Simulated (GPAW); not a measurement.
The system is Al.

```
CELL_PARAMETERS angstrom
0.00000 2.02481 2.02481
2.02481 0.00000 2.02481
2.02481 2.02481 0.00000
ATOMIC_POSITIONS crystal
Al 0.00000 0.00000 0.00000
```

Program: GPAW 26.7.0. Alike in all runs: task band structure; no spin polarisation; cell as given; k mesh 11 × 11 × 11; smearing fermi-dirac 0.05 eV. Hardware: 1 thread of Arm Neoverse V1, on a shared host.

Order these runs on this cell by their wall time, lowest first.
A. level BEEF-vdW; potentials or basis GPAW PAW data sets (gpaw-data 1.2.1), pw; cutoff (eV) 600; band points 60
B. level PBE; potentials or basis GPAW PAW data sets (gpaw-data 1.2.1), fd; band points 60; grid spacing 0.16 Å
C. level PBE; potentials or basis GPAW PAW data sets (gpaw-data 1.2.1), lcao:dzp; band points 80; grid spacing 0.2 Å

A (12 s), B (34 s), C (130 s).
